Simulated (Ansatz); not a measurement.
## Moving the share of exact exchange in LiCl

```xyz
2
Lattice="0.0000 2.5648 2.5648 2.5648 0.0000 2.5648 2.5648 2.5648 0.0000" Properties=species:S:1:pos:R:3 pbc="T T T"
Cl    2.5648    2.5648    2.5648
Li    0.0000    0.0000    0.0000
```

Kept alike: task single point; functional HSE06 form with a typed share of exact exchange; k mesh 5 × 5 × 5; occupations fermi-dirac, width 0.05 eV; no spin polarisation. Program: Ansatz, Ansatz PAW, cutoff 420 eV. Screening held at 0.2 Å⁻¹. The mesh is that of the run's cell of 2 atoms. No spin-orbit coupling.

```csv
"share of exact exchange, α",pressure (GPa)
0.05,0.28
0.1,0.14
0.15,0.01
0.2,-0.13
0.25,-0.26
0.3,-0.39
0.4,?
0.5,-0.91
```

The k mesh is coarse, so the values aren't converged. Pressure is positive in compression, with a Pulay correction for the finite cutoff. All rows use potentials made for PBE. The mesh is thin for exact exchange.

Task: Fit the rows shown and predict the run at 0.4.

Result: A least-squares line through the rows shown is pressure = -2.64 α + 0.405 (largest miss 0.007); at α = 0.4 it gives -0.65 GPa. The run gave: pressure -0.65 GPa.
